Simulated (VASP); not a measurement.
# H6C2O in VASP: further runs

Runs on H6C2O. Level: PBE+D3(BJ). Tasks: single point.

All numbers are computed with VASP 6.6.1; they aren't measurements. Logs are shortened: lines on timing, memory, paths and dates and some standing lists are left out, and cuts for length are marked.

### Step 1. The structure

The cell holds a amorphous, 36 atoms: a = 7.529 Å, b = 7.529 Å, c = 7.529 Å, α = 90.00°, β = 90.00°, γ = 90.00°.

The cell was built by a generator and needn't be a form met in nature.

### Step 2. Single point, PBE+D3(BJ)

INCAR

```
SYSTEM = H6C2O
ALGO = Fast ; EDIFF = 1E-7
ENCUT = 520 ; GGA = PE
ISIF = 2 ; ISMEAR = -1
IVDW = 12 ; LASPH = .TRUE.
LCHARG = .TRUE. ; LELF = .TRUE.
LREAL = Auto ; LVHAR = .TRUE.
LWAVE = .FALSE. ; NBANDS = 64
NELM = 60 ; PREC = Accurate
SIGMA = 0.02
```

KPOINTS

```
k-points
0
G
  1 1 1
  0 0 0
```

POSCAR

```
H6C2O
1.0
    7.5290720000      0.0000000000      0.0000000000
    0.0000000000      7.5290720000      0.0000000000
    0.0000000000      0.0000000000      7.5290720000
C O H
8 4 24
Direct
    0.7651806225      0.8896979601      0.8234613774
    0.8676235265      1.0314949837      0.7282039540
    0.9361445873      0.4044854399      0.2785203807
    0.8475546522      0.2508941341      0.1953361583
    0.2400030176      0.6893146991      0.0266832353
    0.3729808933      0.5330404597      0.0728775073
    0.5198383015      0.4604817167      0.6153082345
    0.6542904624      0.4722892808      0.7677440194
    1.0412040156      1.0156098919      0.7991157476
    0.6585539360      0.2753194550      0.2221522121
    0.5314599196      0.6102876955      0.1375335500
    0.8360127251      0.4610395544      0.7089983998
    1.1104555781      1.1197130271      0.7583670338
    0.8635991262      1.0081322107      0.5895547287
    0.8182947381      1.1623477634      0.7519120550
    0.6230382709      0.8930051406      0.7952108839
    0.8090107254      0.7532003944      0.7991688750
    0.7841869489      0.9099926259      0.9701195579
    0.5849326451      0.1769142333      0.1864638829
    0.8873072272      0.2327511279      0.0486912597
    0.8940012793      0.1237469903      0.2567779934
    1.0825105670      0.3722902371      0.2828236999
    0.9317881407      0.5246596128      0.1850028795
    0.8834023635      0.4377963181      0.4080051300
    0.6140730225      0.5125996936      0.1489692222
    0.3184456199      0.4404659698      0.1660098349
    0.3963038207      0.4625005578     -0.0548938833
    0.1148614331      0.6301174966     -0.0057776045
    0.2251273464      0.7839877212      0.1393000359
    0.3001565133      0.7522308194     -0.0847116351
    0.9113872201      0.5550086385      0.7477548362
    0.6520059843      0.5881999800      0.8511141878
    0.6208202020      0.3547316323      0.8579277765
    0.3855189590      0.4990654891      0.6688075237
    0.5345944361      0.5465481005      0.4999952185
    0.5158670285      0.3271186675      0.5554867851
```

Potentials or basis: VASP PAW PBE potentials, release 64 (C, O, H).

On the command line:

```
cat potpaw_PBE.64/C/POTCAR potpaw_PBE.64/O/POTCAR potpaw_PBE.64/H/POTCAR > POTCAR
mpirun -np 1 vasp_gam > vasp.out
```

OUTCAR:

```text
SYSTEM = H6C2O
   EDIFF = 1E-7
   ENCUT = 520
   GGA = PE
   ISIF = 2
   ISMEAR = -1
   IVDW = 12
   LASPH = .TRUE.
   LREAL = Auto
   NELM = 60
   PREC = Accurate
 IVDW          = 12

 ion  position               nearest neighbor table
   1  0.765  0.890  0.823-  16 1.09  17 1.09  18 1.12   2 1.50
   2  0.868  0.031  0.728-  14 1.06  15 1.07   9 1.42   1 1.50
   3  0.936  0.404  0.279-  24 1.08  22 1.13  23 1.15   4 1.47
   4  0.848  0.251  0.195-  21 1.12  20 1.15  10 1.45   3 1.47
   5  0.240  0.689  0.027-  30 1.06  28 1.07  29 1.11   6 1.58
   6  0.373  0.533  0.073-  26 1.07  27 1.11  11 1.41   5 1.58
   7  0.520  0.460  0.615-  35 1.09  36 1.10  34 1.13   8 1.53
   8  0.654  0.472  0.768-  32 1.08  33 1.14  12 1.44   7 1.53
   9  0.041  0.016  0.799-  13 0.99   2 1.42
  10  0.659  0.275  0.222-  19 0.96   4 1.45
  11  0.531  0.610  0.138-  25 0.97   6 1.41
  12  0.836  0.461  0.709-  31 0.95   8 1.44
  13  0.110  0.120  0.758-   9 0.99
  14  0.864  0.008  0.590-   2 1.06
  15  0.818  0.162  0.752-   2 1.07
  16  0.623  0.893  0.795-   1 1.09
  17  0.809  0.753  0.799-   1 1.09
[... 17 lines left out ...]
  35  0.535  0.547  0.500-   7 1.09
  36  0.516  0.327  0.555-   7 1.10

  LATTYP: Found a simple cubic cell.
 ALAT       =     7.5290720000

  Lattice vectors:

 A1 = (   7.5290720000,   0.0000000000,   0.0000000000)
 A2 = (   0.0000000000,   7.5290720000,   0.0000000000)
 A3 = (   0.0000000000,   0.0000000000,   7.5290720000)

Analysis of symmetry for initial positions (statically):
=====================================================================
 Subroutine PRICEL returns:
 Original cell was already a primitive cell.

 Routine SETGRP: Setting up the symmetry group for a
 simple cubic supercell.

 Subroutine GETGRP returns: Found  1 space group operations
 (whereof  1 operations were pure point group operations)
 out of a pool of 48 trial point group operations.

The static configuration has the point symmetry C_1 .

Analysis of symmetry for dynamics (positions and initial velocities):
=====================================================================
 Subroutine PRICEL returns:
 Original cell was already a primitive cell.

 Routine SETGRP: Setting up the symmetry group for a
 simple cubic supercell.

 Subroutine GETGRP returns: Found  1 space group operations
 (whereof  1 operations were pure point group operations)
 out of a pool of 48 trial point group operations.

The dynamic configuration has the point symmetry C_1 .
[... 148 lines left out ...]
   NFREE  =      0    steps in history (QN), initial steepest desc. (CG)
   ISIF   =      2    stress and relaxation
   ISYM   =      2    0-nonsym 1-usesym 2-fastsym
   POTIM  = 0.5000    time-step for ionic-motion
   TEBEG  =    0.0;   TEEND  =   0.0 temperature during run
   PSTRESS=    0.0 pullay stress
   NELECT =      80.0000    total number of electrons
   NUPDOWN=      -1.0000    fix difference up-down
   EMIN   =  10.00;   EMAX   =-10.00  energy-range for DOS
   EFERMI =   0.00;   METHOD = LEGACY
   ISMEAR =    -1;   SIGMA  =   0.02  broadening in eV -4-tet -1-fermi 0-gaus
   EFERMI_NEDOS =   21; number of points for ismear=-14 and -15
   IALGO  =     68    algorithm
   IMIX   =      4    mixing-type and parameters
     AMIX     =   0.40;   BMIX     =  1.00
     AMIX_MAG =   1.60;   BMIX_MAG =  1.00
  volume/ion in A,a.u.               =      11.86        80.01
  Fermi-wavevector in a.u.,A,eV,Ry     =   0.936907  1.770498 11.943135  0.877796
  Thomas-Fermi vector in A             =   2.063965
   LORBIT       =      0    0 simple, 1 ext, 2 COOP (PROOUT), +10 PAW based schemes
   GGA     = PE    functional components
   LHFCALC =     F    Hartree Fock is set to
   AEXX    =    0.0000 exact exchange contribution
   IVDW    =    12    specifies the selected vdW correction
   LEPSILON=     F    determine dielectric tensor
   LRPA    =     F    only Hartree local field effects (RPA)
 non-spin polarized calculation
 RMM-DIIS sequential band-by-band and
  energy-cutoff  :      520.00
  volume of cell :      426.80
 maximum number of plane-waves:      5730
 NGX is ok and might be reduce to    54
   NGX = 27   NGY = 27   NGZ = 27

 number of electron      80.0000023 magnetization

 Free energy of the ion-electron system (eV)
  ---------------------------------------------------
  ext. energy  EPLUGINS =         0.00000000
  ---------------------------------------------------
  free energy    TOTEN  =      -186.70157899 eV

  energy without entropy =     -186.70157899  energy(sigma->0) =     -186.70157899

 E-fermi :  -2.5581     XC(G=0):  -6.0257

 val. band max:       -3.0780834528   @ k =   0.0000   0.0000   0.0000
 cond. band min:       1.2917635419   @ k =   0.0000   0.0000   0.0000
 fundamental gap:      4.3698469947
 Fermi energy:        -2.5580815139

 k-point     1 :       0.0000    0.0000    0.0000
  band No.  band energies     occupation
      1     -22.9537      2.00000
      2     -22.7570      2.00000
      3     -22.6609      2.00000
      4     -22.3606      2.00000
      5     -16.0121      2.00000
      6     -15.7646      2.00000
[... 44 lines left out ...]
     51       4.8302      0.00000
     52       5.0813      0.00000
 [bands above 52 left out]

------------------------ aborting loop because EDIFF is reached ----------------------------------------

 Edisp (eV)   -1.28598

 E8    (eV) :    -0.2896

  FORCE on cell =-STRESS in cart. coord.  units (eV):
  Direction    XX          YY          ZZ          XY          YZ          ZX
  --------------------------------------------------------------------------------------
  -------------------------------------------------------------------------------------
  Total       2.46115     2.13753     0.89388     1.64065     1.28792    -0.55484
  in kB       9.23897     8.02412     3.35556     6.15888     4.83477    -2.08281
  external pressure =        6.87 kB  Pullay stress =        0.00 kB

 VOLUME and BASIS-vectors are now :
 -----------------------------------------------------------------------------
  energy-cutoff  :      520.00
  volume of cell :      426.80
      direct lattice vectors                 reciprocal lattice vectors
     7.529072000  0.000000000  0.000000000     0.132818493  0.000000000  0.000000000
     0.000000000  7.529072000  0.000000000     0.000000000  0.132818493  0.000000000
     0.000000000  0.000000000  7.529072000     0.000000000  0.000000000  0.132818493

 POSITION                                       TOTAL-FORCE (eV/Angst)
 -----------------------------------------------------------------------------------
      5.76110      6.69860      6.19990        -0.453134      0.381938      1.365629
      6.53240      0.23713      5.48270        -0.039986     -1.246501      1.026548
      7.04830      3.04540      2.09700         1.801086      1.396875     -1.475605
      6.38130      1.88900      1.47070        -0.146246     -1.814686     -1.071231
      1.80700      5.18990      0.20090         1.480104     -1.271489      1.658186
      2.80820      4.01330      0.54870        -0.777507      1.728970     -1.137570
[... 28 lines left out ...]
      4.02500      4.11500      3.76450         0.602753      0.555817     -0.029564
      3.88400      2.46290      4.18230        -0.074255     -0.057217      0.354584
 -----------------------------------------------------------------------------------
    total drift:                               -0.015108      0.004129     -0.015015

  FREE ENERGIE OF THE ION-ELECTRON SYSTEM (eV)
  ---------------------------------------------------
  free  energy   TOTEN  =      -187.9875618679 eV

  energy  without entropy=     -187.9875618679  energy(sigma->0) =     -187.98756187
```

OSZICAR:

```text
N       E                     dE             d eps       ncg     rms          rms(c)
DAV:   1     0.565318727643E+03    0.56532E+03   -0.38777E+04   128   0.109E+03
DAV:   2    -0.132838729461E+03   -0.69816E+03   -0.67113E+03   168   0.261E+02
DAV:   3    -0.203981953357E+03   -0.71143E+02   -0.70608E+02   168   0.874E+01
[... 11 lines left out ...]
RMM:  15    -0.186701579727E+03    0.21933E-05   -0.12448E-04   178   0.352E-02    0.684E-03
RMM:  16    -0.186701580109E+03   -0.38158E-06   -0.35226E-05   181   0.198E-02    0.739E-03
RMM:  17    -0.186701578866E+03    0.12430E-05   -0.73748E-06   178   0.918E-03    0.184E-03
RMM:  18    -0.186701578933E+03   -0.67500E-07   -0.18198E-06   179   0.436E-03    0.792E-04
RMM:  19    -0.186701578988E+03   -0.54648E-07   -0.32517E-07   152   0.187E-03
   1 F= -.18798756E+03 E0= -.18798756E+03  d E =-.551729E-11
```

Wall time 66 s (1 thread of Intel Xeon Platinum 8488C (Sapphire Rapids), shared host); peak memory 0.41 GiB.

Results:

| Property | Result |
| --- | --- |
| Free energy | -187.9876 eV |
| Pressure | 0.7 GPa |
| Largest force | 2.715 eV/Å |
| Band gap on the k mesh | 4.37 eV, direct |
| Dispersion energy per atom | -0.036 eV |

Forces on the atoms (eV/Å):
```
C   -0.453  0.382  1.366
C   -0.040 -1.247  1.027
C    1.801  1.397 -1.476
C   -0.146 -1.815 -1.071
C    1.480 -1.271  1.658
C   -0.778  1.729 -1.138
C   -0.872  0.360  0.245
C    0.262 -1.121  0.030
O    1.564  0.973 -0.294
O    0.312  0.472 -0.034
O   -0.075  0.561 -0.016
O   -0.281 -1.792 -0.887
H   -0.325 -0.641  0.235
H    0.141 -0.195 -1.626
H   -0.642  0.999  0.250
H   -0.223  0.053 -0.067
H    0.369  0.310 -0.390
H   -0.277 -0.112 -0.625
H    0.172 -0.535 -0.303
H   -0.581  0.410  1.085
H   -0.372  0.331  0.063
H   -0.792  0.287  0.343
H   -0.229 -0.791  0.976
H    0.005  0.025  0.416
H    0.319 -0.516  0.383
H   -0.447 -0.642  0.772
H   -0.110 -0.037  0.390
H   -0.864 -0.084 -0.333
H    0.032 -0.383 -0.402
H    0.058  0.835 -0.883
H    0.142  0.914  0.545
H   -0.916  0.467  0.202
H    0.639  0.715 -0.548
H    0.600 -0.537 -0.218
H    0.603  0.556 -0.030
H   -0.074 -0.057  0.355
```

[end of part 1 of 2]
